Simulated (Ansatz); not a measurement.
Au: equation of state with r2SCANh

Crystal: Au.

```
Au
1.0
     0.00000    2.03500    2.03500
     2.03500    0.00000    2.03500
     2.03500    2.03500    0.00000
Au
1
Direct
  0.00000 0.00000 0.00000
```

- Program: Ansatz 0.2.0
- Task: equation of state
- Functional: r2SCANh
- Potentials or basis: Ansatz PAW
- Cutoff: 500 eV
- Density cutoff: 2000 eV
- k mesh: 6 × 6 × 6
- Occupations: fermi-dirac, width 0.05 eV
- Spin: no spin polarisation

| Quantity | Value |
| --- | --- |
| Equilibrium volume | 17.60 Å³/atom |
| Bulk modulus | 154 GPa |
| Pressure derivative of the bulk modulus | 5.8 |

Energy against volume, from the lowest point:
```csv
volume (Å³/atom),energy (meV/atom)
15.843,107.13
16.181,66.73
16.518,36.98
16.855,16.66
17.192,4.69
17.529,0.00
17.866,1.62
```

All runs of the series together: 42 s on 2 threads of Arm Neoverse V2, with other jobs on the host.

Caveat: the k mesh is coarse (spacing up to 0.45 Å⁻¹), so the values aren't converged, least of all with exact exchange; the PAW data sets were made with another functional, which shifts forces and pressure a little. The run has no spin-orbit coupling, so splittings on Au are missing.
